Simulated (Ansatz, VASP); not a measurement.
## GaN: VASP beside Ansatz

```
Ga N
1.0
     0.03266    2.24787    2.24787
     2.24787    0.03266    2.24787
     2.24787    2.24787    0.03266
Ga N
1 1
Direct
  0.00114 0.00114 0.00114
  0.24886 0.24886 0.24886
```

Change from the starting cell: epitaxial_111 strain -1.5%.

Alike in both runs: task single point; functional PBE; k mesh 10 × 10 × 10; occupations fermi-dirac, width 0.02 eV; no spin polarisation.

```csv
,VASP,Ansatz
version,VASP 6.6.1,Ansatz 0.2.0
potentials or method,"VASP PAW PBE potentials, release 64 (Ga_d, N)","plane waves, PAW"
plane-wave cutoff (eV),520,420
valence electrons in the cell,18,18
```

```csv
,VASP,Ansatz,Ansatz less VASP
gap on the k mesh at the Fermi level (eV),1.85,1.84,-0.010
pressure (GPa),11.1,11.1,-0.02
largest component of the traceless stress (GPa),2.34,2.33,-0.008
rms of the force components (eV/Å),0.006,0.008,+0.0013
```

Atom by atom the forces differ by 0.001 eV/Å (rms over components).
